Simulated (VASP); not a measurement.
Here is a VASP 6.6.1 calculation.

File POSCAR:

```
HfO2
1.0
    4.8135329900      0.0000000000      0.0000000000
    0.0000000000      4.8135329900      0.0000000000
    0.0000000000      0.0000000000      3.2054154100
Hf O
2 4
Direct
    0.5000000000      0.5000000000      0.5000000000
    0.0000000000      0.0000000000      0.0000000000
    0.8050448800      0.1949551200      0.5000000000
    0.6949551200      0.6949551200      0.0000000000
    0.3050448800      0.3050448800      0.0000000000
    0.1949551200      0.8050448800      0.5000000000
```

Contents of INCAR.step1:

```
ALGO = Fast
EDIFF = 1E-6
ENCUT = 520
GGA = RE
ISIF = 2
ISMEAR = -1
LASPH = True
LCHARG = True
LMAXMIX = 4
LREAL = False
LWAVE = False
NELM = 60
PREC = Accurate
SIGMA = 0.05
```

File KPOINTS.step1:

```
k-points
0
Gamma
  6 6 8
```

The input INCAR.step2:

```
ALGO = Fast
EDIFF = 1E-6
ENCUT = 520
GGA = RE
ICHARG = 11
ISIF = 2
ISMEAR = 0
LASPH = True
LCHARG = False
LMAXMIX = 4
LREAL = False
LWAVE = False
NELM = 60
PREC = Accurate
SIGMA = 0.05
```

File KPOINTS.step2:

```
path GXMGZRAZ,XR,MA
20
line-mode
reciprocal
 0.0000000000  0.0000000000  0.0000000000  G
 0.0000000000  0.5000000000  0.0000000000  X

 0.0000000000  0.5000000000  0.0000000000  X
 0.5000000000  0.5000000000  0.0000000000  M

 0.5000000000  0.5000000000  0.0000000000  M
 0.0000000000  0.0000000000  0.0000000000  G

 0.0000000000  0.0000000000  0.0000000000  G
 0.0000000000  0.0000000000  0.5000000000  Z

 0.0000000000  0.0000000000  0.5000000000  Z
 0.0000000000  0.5000000000  0.5000000000  R

 0.0000000000  0.5000000000  0.5000000000  R
 0.5000000000  0.5000000000  0.5000000000  A

 0.5000000000  0.5000000000  0.5000000000  A
 0.0000000000  0.0000000000  0.5000000000  Z

 0.0000000000  0.5000000000  0.0000000000  X
 0.0000000000  0.5000000000  0.5000000000  R

 0.5000000000  0.5000000000  0.0000000000  M
 0.5000000000  0.5000000000  0.5000000000  A
```

Potentials or basis: VASP PAW PBE potentials, release 64 (Hf_pv, O).

The run is started by

```console
$ cat potpaw_PBE.64/Hf_pv/POTCAR potpaw_PBE.64/O/POTCAR > POTCAR
$ cp INCAR.step1 INCAR
$ cp KPOINTS.step1 KPOINTS
$ mpirun -np 1 vasp_std > vasp.out
$ cp INCAR.step2 INCAR
$ cp KPOINTS.step2 KPOINTS
$ mpirun -np 1 vasp_std > vasp.out
```

Problem. Predict the band gap along the path.

Solution. 4.05 eV, direct.

Problem. What does it give for the band gap on the k mesh?

Solution. 4.05 eV, direct.

Levels at the corners of the path, in eV from the valence-band top:
```tsv
point	band 20	band 21	band 22	band 23	band 24	band 25
Γ	-0.49	-0.49	0.00	4.05	4.24	5.34
X	-1.45	-0.66	-0.66	4.72	4.72	6.29
X	-1.45	-0.66	-0.66	4.72	4.72	6.28
M	-1.14	-0.82	-0.82	4.28	4.28	5.72
M	-1.14	-0.82	-0.82	4.28	4.28	5.72
Γ	-0.49	-0.49	0.00	4.05	4.24	5.38
Γ	-0.49	-0.49	0.00	4.05	4.24	5.33
Z	-2.05	-0.96	-0.96	5.68	5.68	6.15
Z	-2.05	-0.96	-0.96	5.68	5.69	6.16
R	-1.75	-0.93	-0.93	4.26	4.26	6.41
R	-1.75	-0.93	-0.93	4.26	4.26	6.41
A	-1.10	-0.51	-0.51	5.21	5.21	5.94
A	-1.10	-0.51	-0.51	5.21	5.21	5.94
Z	-2.05	-0.96	-0.96	5.68	5.69	6.16
X	-1.45	-0.66	-0.66	4.72	4.72	6.32
R	-1.75	-0.93	-0.93	4.26	4.26	6.42
M	-1.14	-0.82	-0.82	4.28	4.28	5.72
A	-1.10	-0.51	-0.51	5.21	5.21	5.94
```

Caveat: the log is that of the step along the path at fixed density, whose energy, stress, charges and moments have no meaning; spin-orbit coupling is left out, which moves the levels of the heavy elements. As with any semilocal functional, this revPBE gap is likely too small.
